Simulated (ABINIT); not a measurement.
Something may be wrong with this ABINIT 10.8.3 (patched build) calculation of CdSe.

The input run.abi:

```
# Datasets
ndtset 3

# Pseudopotentials
pp_dirpath "./"
pseudos "Cd.GGA_PBE-JTH.xml, Se.GGA_PBE-JTH.xml"

# Structure
acell 3*1.0
rprim
     0.0000000000     5.8019716937     5.8019716937
     5.8019716937     0.0000000000     5.8019716937
     5.8019716937     5.8019716937     0.0000000000
ntypat 2
znucl 48 34
natom 2
typat 1 2
xred
            0.0            0.0            0.0
            1/4            1/4            1/4

# Plane-wave basis
ecut 4.0
pawecutdg 24.0

# k points
ngkpt 4 4 4
nshiftk 4
shiftk
     0.5000000000     0.5000000000     0.5000000000
     0.5000000000     0.0000000000     0.0000000000
     0.0000000000     0.5000000000     0.0000000000
     0.0000000000     0.0000000000     0.5000000000

# Exchange and correlation
ixc 23

# Bands and occupations
nband 9
occopt 1

# SCF cycle
nstep 75
diemac 6.0

# Output
prteig 0
prtebands 0
prtwf 0
prtden 0
prtpot 0

# Dataset 1: ground state
kptopt1 1
tolvrs1 1.0e-15
prtwf1 1

# Dataset 2: derivatives of the wave functions by k
iscf2 -3
rfelfd2 2
rfdir2 1 1 1
getwfk2 1
kptopt2 2
nqpt2 1
qpt2 0.0 0.0 0.0
tolwfr2 1.0e-18
prtwf2 1

# Dataset 3: response at q = 0 to electric field
rfelfd3 3
rfdir3 1 1 1
getwfk3 1
getddk3 2
kptopt3 2
nqpt3 1
qpt3 0.0 0.0 0.0
tolvrs3 1.0e-8
```

Potentials or basis: JTH PAW PBE v2.0.

Command:

```console
$ abinit run.abi > log 2>&1
```

run.abo:

```text
.Version 10.8.3 of ABINIT
 DATASET    1 : space group F-4 3 m (#216); Bravais cF (face-center cubic)
================================================================================
 Values of the parameters that define the memory need for DATASET  1.
     intxc =       0    ionmov =       0      iscf =      17    lmnmax =      18
     lnmax =       6     mgfft =      16  mpssoang =       3    mqgrid =    3001
     natom =       2  nloc_mem =       2    nspden =       1   nspinor =       1
    nsppol =       1      nsym =      24    n1xccc =       1    ntypat =       2
    occopt =       1   xclevel =       2
       mpw =         153          nfft =        4096          nkpt =          10
 PAW method is used; the additional fine FFT grid is defined by:
   mgfftf=        40    nfftf =     64000
================================================================================
================================================================================

[... 748 lines left out ...]

 -outvars: echo values of variables after computation  --------
            acell      1.0000000000E+00  1.0000000000E+00  1.0000000000E+00 Bohr
           etotal1    -4.8761731910E+01
           etotal2    -2.0087849352E+01
           etotal3    -2.6546429721E+07
            fcart1    -1.1138193836E-27 -1.4850925115E-27  4.0840044066E-27
                       1.1138193836E-27  1.4850925115E-27 -4.0840044066E-27
            fcart3     0.0000000000E+00  0.0000000000E+00  0.0000000000E+00
                       0.0000000000E+00  0.0000000000E+00  0.0000000000E+00
            rprim      0.0000000000E+00  5.8019716937E+00  5.8019716937E+00
                       5.8019716937E+00  0.0000000000E+00  5.8019716937E+00
                       5.8019716937E+00  5.8019716937E+00  0.0000000000E+00
           strten1     3.5306972767E-02  3.5306972767E-02  3.5306972767E-02
                       0.0000000000E+00  0.0000000000E+00  0.0000000000E+00
           strten3     0.0000000000E+00  0.0000000000E+00  0.0000000000E+00
                       0.0000000000E+00  0.0000000000E+00  0.0000000000E+00
           xangst      0.0000000000E+00  0.0000000000E+00  0.0000000000E+00
                       1.5351355983E+00  1.5351355983E+00  1.5351355983E+00
             xred      0.0000000000E+00  0.0000000000E+00  0.0000000000E+00
                       2.5000000000E-01  2.5000000000E-01  2.5000000000E-01
 Calculation completed.
```

Among its messages:

```text
was not enough SCF cycles
```

How did it end, and where is the flaw?

The calculation stopped without meeting its thresholds. The input holds a flaw that was put in on purpose: cutoff far too low (ecut = 4).
